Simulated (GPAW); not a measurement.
Input of a GPAW 26.7.0 run:

run.py

```python
from ase.dft.bandgap import bandgap
from ase.io import read, write
from ase.units import GPa
from gpaw import GPAW, PW

atoms = read('MgO.xyz')

calc = GPAW(mode=PW(650),
            xc='PBE',
            kpts={'size': (9, 9, 9), 'gamma': True},
            occupations={'name': 'fermi-dirac', 'width': 0.05},
            nbands=16,
            maxiter=120,
            txt='gpaw.txt')
atoms.calc = calc
energy = atoms.get_potential_energy()
forces = atoms.get_forces()
stress = atoms.get_stress()
calc.write('gs.gpw')
write('result.traj', atoms)
print(f'Energy: {energy:.6f} eV')
print('Forces (eV/A):')
print(forces.round(4))
print('Stress (GPa):', (stress / GPa).round(3))
print('Fermi level:', round(calc.get_fermi_level(), 4), 'eV')
print(f'Gap: {bandgap(calc)[0]:.4f} eV, direct: {bandgap(calc, direct=True)[0]:.4f} eV')
```

File MgO.xyz:

```xyz
2
Lattice="0.0000000000 2.0970013927 2.0970013927 2.0970013927 0.0000000000 2.0970013927 2.0970013927 2.0970013927 0.0000000000" Properties=species:S:1:pos:R:3 pbc="T T T"
Mg     0.0000000000      0.0000000000      0.0000000000
O      2.0970013927      2.0970013927      2.0970013927
```

Potentials or basis: GPAW PAW data sets (gpaw-data 1.2.1), pw.

The run is started by

```bash
$ OMP_NUM_THREADS=1 python run.py
```

Task: What does it give for the band gap on the k mesh?

Result: 4.89 eV, direct.

Task: What does it give for the pressure?

Result: 4.6 GPa.

Caveat: the cutoff is short for stress and forces, so pressures can be off by a GPa or more.

**What was measured.**

From “Electronic structure of alkaline earth and post-transition metal oxides”, 2009, arxiv:0908.1581, for a bulk crystal of MgO: band gap 7.83 eV.

Measured gap of MgO: 7.83 eV (quoted in “Electronic structure of alkaline earth and post-transition metal oxides”, 2009, arxiv:0908.1581). This calculation gives 4.89 eV (-2.94 eV). The value is that of PBE, without temperature or zero-point motion. Semilocal functionals fall short of measured gaps as a rule. The cell is a database's relaxed one, not the measured one, which moves gaps too.
